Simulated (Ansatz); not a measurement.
Runs of Ansatz 0.2.0 on EuO. The structure is cubic, space group Fm-3m (No. 225). Conventional cell: a = 5.144 Å, b = 5.144 Å, c = 5.144 Å, α = 90.00°, β = 90.00°, γ = 90.00°. Eu (site symmetry m-3m) is surrounded by 6 O at 2.57 Å. Around O (site symmetry m-3m) lie 6 Eu at 2.57 Å. 

```tsv
task	level	cell	k mesh	cutoff (eV)	smearing	points for each segment of the path	mesh quality	gap on the mesh (eV)	pressure (GPa)	moment (μB)	relaxed volume (Å³/atom)
relaxation of cell and atoms	BLYP+D4	relaxed	9 × 9 × 9	420	fermi-dirac 0.05 eV	-	not flagged	none	0.0	6.92	(c)
band structure	r2SCAN50	as given	5 × 5 × 5	500	fermi-dirac 0.05 eV	4	coarse	4.64	(a)	7.00	-
single point	PBE	as given	9 × 9 × 9	420	gaussian 0.029 eV	-	not flagged	none	-4.1	6.98	-
single point	PBE	as given	9 × 9 × 9	420	gaussian 0.03 eV	-	not flagged	none	-4.1	6.98	-
band structure	HF	as given	5 × 5 × 5	420	fermi-dirac 0.05 eV	4	coarse	10.80	(b)	7.00	-
relaxation of cell and atoms	PBEsol0	relaxed	5 × 5 × 5	420	fermi-dirac 0.05 eV	-	coarse	0.97	0.0	7.00	16.20
```

Alike in all rows: potentials or basis Ansatz PAW; spin collinear, ferromagnetic start.

Problem. Estimate the missing entries.

Solution. (a) -0.7; (b) 8.8; (c) 16.19.

Caveats: some runs use coarse meshes; spin-orbit coupling is left out, which moves the levels of the heavy elements; a cell with one magnetic atom can't hold antiferromagnetic order, which such compounds often take; the PAW data sets come from PBE, with cores solved anew for the run's functional, which leaves a small shift of forces and pressure (some runs); without U or exact exchange the open f shell lies at the Fermi level, which spoils levels, moments and volumes (some runs); the magnetic or orbital state may not be the lowest (some runs); the plane-wave basis is chosen anew once the cell has moved, so the energies of steps on either side of that aren't comparable (some runs); the k mesh misses the band edges, so the gap on the mesh is wider than the one along the path (some runs).

A k mesh can miss the band edges, and the runs leave out spin-orbit coupling on Eu.

A gap of «none» marks a metal or a gap under the smearing width.
